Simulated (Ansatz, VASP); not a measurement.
**MoS2 in VASP and in Ansatz**

```
CELL_PARAMETERS angstrom
3.11783 0.00000 0.00000
-1.55892 2.70012 0.00000
0.00000 0.00000 21.21659
ATOMIC_POSITIONS crystal
Mo 0.66667 0.33333 0.14218
Mo 0.33333 0.66667 0.85782
S 0.33333 0.66667 0.21523
S 0.66667 0.33333 0.93106
S 0.33333 0.66667 0.06894
S 0.66667 0.33333 0.78477
```

Alike in both runs: functional LDA; k mesh 4 × 4 × 1; occupations fermi-dirac, width 0.02 eV; no spin polarisation.

Ansatz relaxed the structure, and its values are those at the end. VASP's run is a single point on that final structure, the one shown.

|  | VASP | Ansatz |
| --- | --- | --- |
| version | VASP 6.6.1 | Ansatz 0.2.0 |
| potentials or method | VASP PAW LDA potentials, release 64 (Mo_sv, S) | plane waves, PAW |
| plane-wave cutoff (eV) | 520 | 639 |
| valence electrons in the cell | 52 | 52 |

Ansatz gave:

- gap on the k mesh at the Fermi level (eV): 1.52
- rms of the force components (eV/Å): 0.006

Problem. Estimate VASP's values.

Solution. gap on the k mesh at the Fermi level (eV): 1.53; rms of the force components (eV/Å): 0.013.

Caveats: the k mesh is coarse (spacing up to 0.58 Å⁻¹), so the values aren't converged. A hybrid or GW would open this gap; LDA tends to underestimate it.
